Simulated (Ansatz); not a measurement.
# AlNi3: the cost of one run

Program: Ansatz 0.2.0. Level of theory: DFT PBE, scalar-relativistic, plane waves, PAW. These are calculated values, not measurements.

Spin polarisation is switched off on purpose; where the compound carries moments, volume, stiffness and gap are then not the real material's.

## 1. The starting structure

The structure is cubic, space group Pm-3m (No. 221). The conventional cell has a = 3.565 Å, b = 3.565 Å, c = 3.565 Å, α = 90.00°, β = 90.00°, γ = 90.00°. Around Al (site symmetry m-3m) lie 12 Ni at 2.52 Å. Ni (site symmetry 4/mmm) is surrounded by 4 Al at 2.52 Å and 8 Ni at 2.52 Å.

As a file:

```
Al Ni
1.0
     3.56473    0.00000    0.00000
     0.00000    3.56473    0.00000
     0.00000    0.00000    3.56473
Al Ni
1 3
Direct
  0.00000 0.00000 0.00000
  0.00000 0.50000 0.50000
  0.50000 0.00000 0.50000
  0.50000 0.50000 0.00000
```

An earlier run at PBE left this cell at 11.324 Å³/atom and 0.00 GPa (12×12×12 mesh).

Volume factors to run: 0.980, 1.020, 0.960, 1.040.

## 2. Scaling the volume by 0.980

input.yaml

```yaml
crystal:
  lattice:
    - [3.5408018477, 0.0, 0.0]
    - [0.0, 3.5408018477, 0.0]
    - [0.0, 0.0, 3.5408018477]
  atoms:
    - { symbol: Al, position: [0.0, 0.0, 0.0] }
    - { symbol: Ni, position: [0.0, 0.5, 0.5] }
    - { symbol: Ni, position: [0.5, 0.0, 0.5] }
    - { symbol: Ni, position: [0.5, 0.5, 0.0] }
basis:
  ecutwfc: 420
  ecutrho_ratio: 4
kpoints:
  mp_grid: { grid: [12, 12, 12] }
hamiltonian:
  xc: pbe
scf:
  occupations: { method: gaussian, width: 0.05 }
output:
  forces: true
  stress: true
  eigenvalues: true
```

Command:

```bash
$ ansatz run input.yaml --threads 1 --pin off --max-ram 2560MiB --backend cpu --events-out ev --progress --plain --runs-dir out
```

Q: Estimate wall time and peak memory on 1 thread of Intel Xeon Platinum 8488C (Sapphire Rapids), shared host.

About 5 s, with a peak of 0.43 GiB.
